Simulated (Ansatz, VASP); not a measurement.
# WC in VASP and in Ansatz

File INCAR:

```
  PREC = Accurate
  ENCUT = 520
  EDIFF = 1E-6
  ISMEAR = -1
  SIGMA = 0.05
  LREAL = False
  LASPH = True
  NELM = 80
  ALGO = Normal
  ISIF = 2
  LWAVE = False
  LCHARG = False
  GGA = PE
  NBANDS = 26
```

The input KPOINTS:

```
regular mesh
0
Gamma
  10 10 6
```

POSCAR

```
WC
1.0
    2.7812357297      0.0000000000      0.0000000000
   -1.3906178648      2.4086207958      0.0000000000
    0.0000000000      0.0000000000      5.5698193890
W C
2 2
Direct
    0.0000000000      0.0000000000      0.0000000000
    0.0000000000      0.0000000000      0.5000000000
    0.3333333333      0.6666666667      0.2500000000
    0.6666666667      0.3333333333      0.7500000000
```

Input for Ansatz:

```yaml
crystal:
  lattice:
    - [2.7812357297, 0.0, 0.0]
    - [-1.3906178648, 2.4086207958, 0.0]
    - [0.0, 0.0, 5.569819389]
  atoms:
    - { symbol: W, position: [0.0, 0.0, 0.0] }
    - { symbol: W, position: [0.0, 0.0, 0.5] }
    - { symbol: C, position: [0.3333333333, 0.6666666667, 0.25] }
    - { symbol: C, position: [0.6666666667, 0.3333333333, 0.75] }
kpoints:
  mp_grid: { grid: [10, 10, 6] }
scf:
  occupations: { method: fermi_dirac, width: 0.05 }
hamiltonian:
  xc: pbe
  pseudopotentials: { kind: paw }
output:
  forces: true
  stress: true
  eigenvalues: true
  populations: true
```

Change from the starting cell: volume scaled by 0.88, PAW files.

Alike in both runs: task single point; functional PBE; k mesh 10 × 10 × 6; occupations fermi-dirac, width 0.05 eV; no spin polarisation.

|  | VASP | Ansatz |
| --- | --- | --- |
| version | VASP 6.6.1 | Ansatz 0.2.0 |
| potentials or method | VASP PAW PBE potentials, release 64 (W_sv, C) | PAW with Ansatz's default frozen-core files, scalar-relativistic |
| plane-wave cutoff (eV) | 520 | 420 |
| valence electrons in the cell | 36 | 36 |

```tsv
	VASP	Ansatz	Ansatz less VASP
pressure (GPa)	64.3	62.5	-1.82
largest component of the traceless stress (GPa)	0.15	0.04	-0.108
```

Caveats: the cell as given lies far from equilibrium; so large a pressure means that the cell lies far from this level's equilibrium, or that cutoff or potentials fall short (VASP). Spin-orbit coupling is left out, which matters for the levels of W.
